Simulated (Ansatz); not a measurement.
Input and command of a plane-wave DFT calculation in Ansatz:

```yaml
crystal:
  lattice:
    - [0.0, 1.731574581, 1.731574581]
    - [1.731574581, 0.0, 1.731574581]
    - [1.731574581, 1.731574581, 0.0]
  atoms:
    - { symbol: Ni, position: [0.0, 0.0, 0.0], spin: 0.73 }
basis:
  ecutwfc: 420
kpoints:
  mp_grid: { grid: [16, 16, 16] }
hamiltonian:
  xc: pbesol
scf:
  occupations: { method: gaussian, width: 0.15 }
output:
  forces: true
  stress: true
  eigenvalues: true
  populations: true
  write_density: true
  write_potential: true
  elf: true
  volumetric_format: npy
magnetization:
  spin_polarized: true
```

```bash
ansatz run input.yaml --threads 1 --pin off --max-ram 2560MiB --backend cpu --events-out ev --progress --plain --runs-dir out
```

Processor: Arm Neoverse V2, 1 thread, on a host shared with other jobs.

**Question.** How long does it run, and how much memory does it take?

**Answer.** About 4.6 s on 1 thread of Arm Neoverse V2 (shared host), peak memory 0.3 GiB. It solves 14 bands at 145 k points (the mesh reduced by the symmetry that the task leaves, which can be less than the crystal's) with about 181 plane waves, in 13 SCF iterations.
